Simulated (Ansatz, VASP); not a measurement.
Given: the input of a run of VASP 6.6.1 on As.

The input INCAR:

```
ALGO     = Normal         # electronic algorithm
EDIFF    = 1E-7           # SCF threshold, eV
ENCUT    = 520            # plane-wave cutoff, eV
GGA      = PS             # functional
ISIF     = 2              # what is computed and relaxed
ISMEAR   = -1             # smearing method
LASPH    = T              # aspherical terms in the spheres
LCHARG   = F              # write CHGCAR
LREAL    = F              # projectors in reciprocal space
LWAVE    = F              # write WAVECAR
NBANDS   = 8              # bands
NELM     = 60             # most SCF steps
PREC     = Accurate       # precision mode
SIGMA    = 0.05           # smearing width, eV
```

The input KPOINTS:

```
k-points
0
Gamma
  10 10 10
```

POSCAR

```
As
1.0
    2.6855356826      0.0000000000      0.0000000000
    0.0000000000      2.6855356826      0.0000000000
    0.0000000000      0.0000000000      2.6855356826
As
1
Direct
    0.5000000000      0.5000000000      0.5000000000
```

Potentials or basis: VASP PAW PBE potentials, release 64 (As).

Run with:

```bash
$ cat potpaw_PBE.64/As/POTCAR > POTCAR
$ mpirun -np 1 vasp_std > vasp.out
```

Problem. Set up the same calculation for Ansatz 0.2.0. Potentials there: Ansatz PAW.

Solution. As run (the cutoff follows the program's own potentials):

File input.yaml:

```yaml
crystal:
  lattice:
    - [2.6855356826, 0.0, 0.0]
    - [0.0, 2.6855356826, 0.0]
    - [0.0, 0.0, 2.6855356826]
  atoms:
    - { symbol: As, position: [0.5, 0.5, 0.5] }
hamiltonian:
  xc: pbesol
  pseudopotentials: { kind: paw }
kpoints:
  mp_grid: { grid: [10, 10, 10] }
scf:
  occupations: { method: fermi_dirac, width: 0.05 }
output:
  forces: true
  stress: true
  eigenvalues: true
```

Potentials or basis: Ansatz PAW.

Launch:

```sh
$ ansatz run input.yaml --threads 1 --pin off --max-ram 3584MiB --backend cpu --events-out ev --progress --plain --runs-dir out
```

Both were run:

|  | VASP | Ansatz | Ansatz less VASP |
| --- | --- | --- | --- |
| gap on the k mesh at the Fermi level (eV) | none | none | - |
| pressure (GPa) | 0.6 | 0.2 | -0.35 |

A gap of «none» marks a metal or a gap that the smearing closes. The two sets of potentials don't hold the same shells in valence.

Caveats: the PAW data sets were made with another functional, which shifts forces and pressure a little (VASP); the PAW data sets come from PBE, with cores solved anew for the run's functional, which leaves a small shift of forces and pressure (Ansatz).
